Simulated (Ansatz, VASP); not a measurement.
## NaCl in VASP and in Ansatz

The input INCAR:

```
SYSTEM = NaCl
ALGO = Normal
EDIFF = 1E-6
EDIFFG = -0.01
ENCUT = 600
GGA = PE
IBRION = 2
ISIF = 3
ISMEAR = 0
IVDW = 12
LASPH = .TRUE.
LCHARG = .FALSE.
LREAL = .FALSE.
LWAVE = .FALSE.
NELM = 100
NSW = 100
PREC = Accurate
SIGMA = 0.02
```

KPOINTS

```
k-points
0
G
  6 6 4
  0 0 0
```

POSCAR

```
NaCl
1.0
    4.5077586549      0.0000000000      0.0000000000
   -2.2538793275      3.9038335093      0.0000000000
    0.0000000000      0.0000000000      7.7990365994
Na Cl
2 2
Direct
    0.6666666667      0.3333333333      0.7500000000
    0.3333333333      0.6666666667      0.2500000000
    0.0000000000      0.0000000000      0.7500000000
    0.0000000000      0.0000000000      0.2500000000
```

Input for Ansatz:

```yaml
crystal:
  lattice:
    - [4.5077586549, 0.0, 0.0]
    - [-2.2538793275, 3.9038335093, 0.0]
    - [0.0, 0.0, 7.7990365994]
  atoms:
    - { symbol: Na, position: [0.6666666667, 0.3333333333, 0.75] }
    - { symbol: Na, position: [0.3333333333, 0.6666666667, 0.25] }
    - { symbol: Cl, position: [0.0, 0.0, 0.75] }
    - { symbol: Cl, position: [0.0, 0.0, 0.25] }
basis:
  ecutwfc: 420
kpoints:
  mp_grid: { grid: [6, 6, 4] }
hamiltonian:
  xc: pbe
  dispersion: d3bj
scf:
  occupations: { method: gaussian, width: 0.02 }
output:
  forces: true
  stress: true
  eigenvalues: true
  write_density: true
  write_potential: true
  elf: true
  volumetric_format: npy
relax:
  adjacent_minimum: "off"
  f_tol: 0.01
  max_steps: 80
  cell: { stress_tol: 0.05 }
```

Alike in both runs: task relaxation of cell and atoms; functional PBE; dispersion D3(BJ); k mesh 6 × 6 × 4; occupations gaussian, width 0.02 eV; no spin polarisation.

```csv
,VASP,Ansatz
version,VASP 6.6.1,Ansatz 0.2.0
potentials or method,"VASP PAW PBE potentials, release 64 (Na_pv, Cl)","scalar-relativistic, plane waves, PAW"
plane-wave cutoff (eV),600,420
valence electrons in the cell,28,32
```

|  | VASP | Ansatz | Ansatz less VASP |
| --- | --- | --- | --- |
| gap on the k mesh at the Fermi level, each at its own relaxed structure (eV) | 3.92 | 3.94 | +0.019 |
| relaxed volume (Å³/atom) | 34.02 | 34.11 | +0.095 |
| relaxed cell length with the largest relative difference (Å) | 7.805 | 7.837 | +0.0323 |

The two sets of potentials don't hold the same shells in valence.

A k mesh can miss the band edges.
